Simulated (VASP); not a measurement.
# ZnO in VASP: one cell, several levels of theory

What does VASP give for ZnO in the rocksalt structure, under -5.2 % equal strain in all directions, the cell held fixed? Runs: PBE, r2SCAN. This is a trial cell built on a prototype, not taken from a measured structure, and it needn't be the compound's ground state.

Code: VASP 6.6.1. PAW datasets, plane waves. Note: simulated data, non-magnetic, for a generated structure that need not be the stable one.

## (1) The system as given

The cell comes from an earlier relaxation with r2SCAN in another program.

Space group Fm-3m (No. 225), cubic; conventional cell a = 4.044 Å, 8.27 Å³ an atom. Zn has 6 O at 2.02 Å; O has 6 Zn at 2.02 Å.

As a file:

```cif
data_structure
_symmetry_space_group_name_H-M 'P 1'
_symmetry_Int_Tables_number 1
_cell_length_a 2.8598
_cell_length_b 2.8598
_cell_length_c 2.8598
_cell_angle_alpha 60.000
_cell_angle_beta 60.000
_cell_angle_gamma 60.000
_cell_volume 16.54
loop_
_atom_site_label
_atom_site_type_symbol
_atom_site_fract_x
_atom_site_fract_y
_atom_site_fract_z
_atom_site_occupancy
Zn1 Zn 0.00000 0.00000 0.00000 1
O1 O 0.50000 0.50000 0.50000 1
```

## (2) Single point with PBE

Contents of INCAR:

```
ENCUT = 520.000000
SIGMA = 0.020000
EDIFF = 1.00e-07
GGA = PE
PREC = Accurate
IBRION = -1
ISIF = 2
ISMEAR = -1
NBANDS = 16
NELM = 120
NSW = 0
LASPH = .TRUE.
LCHARG = .TRUE.
LELF = .TRUE.
LWAVE = .FALSE.
LREAL = .FALSE.
```

Contents of KPOINTS:

```
KPOINTS created by Atomic Simulation Environment
0
Gamma
10 10 10
0 0 0
```

Contents of KPOINTS_OPT:

```
special points
6
Reciprocal
0.0000000000 0.0000000000 0.0000000000 1
0.5000000000 0.0000000000 0.5000000000 1
0.6250000000 0.2500000000 0.6250000000 1
0.3750000000 0.3750000000 0.7500000000 1
0.5000000000 0.5000000000 0.5000000000 1
0.5000000000 0.2500000000 0.7500000000 1
```

Contents of POSCAR:

```
Zn O
 1.0000000000000000
     0.0000000000000000    2.0221742046000002    2.0221742046000002
     2.0221742046000002    0.0000000000000000    2.0221742046000002
     2.0221742046000002    2.0221742046000002    0.0000000000000000
 Zn  O
   1   1
Cartesian
  0.0000000000000000  0.0000000000000000  0.0000000000000000
  2.0221742045999997  2.0221742045999997  2.0221742045999997
```

Potentials: the recommended PBE PAW datasets, 18 valence electrons in the neutral cell.

On the command line:

```console
$ mpirun -np 1 vasp_std
```

## (3) r2SCAN at this geometry

Contents of INCAR:

```
ENCUT = 520.000000
SIGMA = 0.010000
EDIFF = 1.00e-07
ALGO = Normal
METAGGA = R2SCAN
PREC = Accurate
IBRION = -1
ISIF = 2
ISMEAR = 0
NBANDS = 16
NELM = 120
NSW = 0
LASPH = .TRUE.
LCHARG = .TRUE.
LELF = .TRUE.
LWAVE = .FALSE.
LREAL = .FALSE.
```

KPOINTS is that of step 2.

KPOINTS_OPT is that of step 2.

POSCAR is that of step 2.

What does the calculation give? Wanted: for each run, gap; pressure.

As calculated:

```
 level  gap (eV)  pressure (GPa)
   PBE      1.74           56.29
r2SCAN      2.42           47.46
```

**Reading.** The gap spans 1.74 eV (PBE) to 2.42 eV (r2SCAN). At this one volume the pressure spans 47.5 GPa (r2SCAN) to 56.3 GPa (PBE): PBE wants the largest cell and r2SCAN the smallest.
